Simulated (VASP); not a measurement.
Wanted: the native input for a VASP 6.6.1 run.

```yaml
Task: relaxation of cell and atoms
Functional: r2SCAN
Potentials_or_basis: VASP PAW PBE potentials, release 64 (B)
Cutoff: 600 eV
k_mesh: 6 × 6 × 6
Occupations: gaussian, width 0.02 eV
Spin: no spin polarisation
Further_INCAR_settings: ALGO = Normal; EDIFF = 1e-07; IBRION = 2; EDIFFG = -0.005; NSW = 90; ISIF = 3
```

The structure of B lies in POSCAR:

```
B
1.0
    2.4491963900      1.4140442000      4.1747204400
   -2.4491963900      1.4140442000      4.1747204400
    0.0000000000     -2.8280883900      4.1747204400
B
12
Direct
    0.0099700400      0.6542851200      0.0099700400
    0.0099700400      0.0099700400      0.6542851200
    0.6542851200      0.0099700400      0.0099700400
    0.3457148800      0.9900299600      0.9900299600
    0.9900299600      0.3457148800      0.9900299600
    0.9900299600      0.9900299600      0.3457148800
    0.2205655700      0.6316348300      0.2205655700
    0.2205655700      0.2205655700      0.6316348300
    0.6316348300      0.2205655700      0.2205655700
    0.3683651700      0.7794344300      0.7794344300
    0.7794344300      0.3683651700      0.7794344300
    0.7794344300      0.7794344300      0.3683651700
```

The input as run:

INCAR

```
PREC     = Accurate       # precision mode
ENCUT    = 600            # plane-wave cutoff, eV
EDIFF    = 1E-7           # SCF threshold, eV
ISMEAR   = 0              # smearing method
SIGMA    = 0.02           # smearing width, eV
LREAL    = False          # projectors in reciprocal space
LASPH    = True           # aspherical terms in the spheres
NELM     = 100            # most SCF steps
ALGO     = Normal         # electronic algorithm
ISIF     = 3              # what is computed and relaxed
LWAVE    = False          # write WAVECAR
LCHARG   = False          # write CHGCAR
METAGGA  = R2SCAN         # meta-GGA
LMIXTAU  = True         
IBRION   = 2              # ionic algorithm
NSW      = 90             # ionic steps
EDIFFG   = -0.005         # ionic threshold
```

KPOINTS

```
Automatic mesh
0
Gamma
  6 6 6
```

Potentials or basis: VASP PAW PBE potentials, release 64 (B).

Command:

```bash
$ cat potpaw_PBE.64/B/POTCAR > POTCAR
$ mpirun -np 1 vasp_std > vasp.out
```

It gave:

The relaxed volume is 7.23 Å³/atom, the relaxed cell is a = 5.041 Å, b = 5.041 Å, c = 5.041 Å, α = 58.16°, β = 58.16°, γ = 58.16° and the space group after relaxing (to 0.05 Å) is R-3m (No. 166). The energy gained by relaxing is 0.0 meV/atom and the ionic steps are 5. The pressure after relaxing is 0.0 GPa, the largest force after relaxing is 0.003 eV/Å and the band gap on the k mesh is 1.63 eV, indirect (least direct gap 2.04 eV).

Caveat: the PAW data sets were made with another functional, which shifts forces and pressure a little.

It took 12 min on 1 thread of Intel(R) Xeon(R) 6975P-C (Granite Rapids) (shared host), peak memory 0.27 GiB.
